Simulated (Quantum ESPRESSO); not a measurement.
The system is KF (Carobbiite).

```xyz
2
Lattice="0.0000 2.6719 2.6719 2.6719 0.0000 2.6719 2.6719 2.6719 0.0000" Properties=species:S:1:pos:R:3 pbc="T T T"
K     0.0000    0.0000    0.0000
F     2.6719    2.6719    2.6719
```

```yaml
Program: Quantum ESPRESSO 7.5
Task: single point
Functional: PBE
Potentials_or_basis: SSSP 1.3 efficiency PBE
Cutoff: 816 eV
Density_cutoff: 6531 eV
k_mesh: 9 × 9 × 9
Occupations: fermi-dirac, width 0.05 eV
Spin: no spin polarisation
```

On this cell: pressure 1.3 GPa; largest force zero by symmetry; band gap on the k mesh 6.18 eV, direct.

The same run follows on a disturbed copy (atoms moved at random, drawn with an rms of 0.05 Å):

```
K F
1.0
     0.00000    2.67185    2.67185
     2.67185    0.00000    2.67185
     2.67185    2.67185    0.00000
K F
1 1
Direct
  0.00582 0.98616 0.00455
  0.50055 0.48674 0.51722
```

Problem. What does the disturbed cell give?

Solution. The energy moves by +0.7 meV/atom; pressure 1.4 GPa; largest force 0.068 eV/Å; band gap on the k mesh 6.18 eV, direct.

Forces on the atoms (eV/Å):
```
K    0.057  0.031 -0.020
F   -0.057 -0.031  0.020
```

Caveats: an odd mesh through Γ misses points on the zone boundary, where band edges often lie.
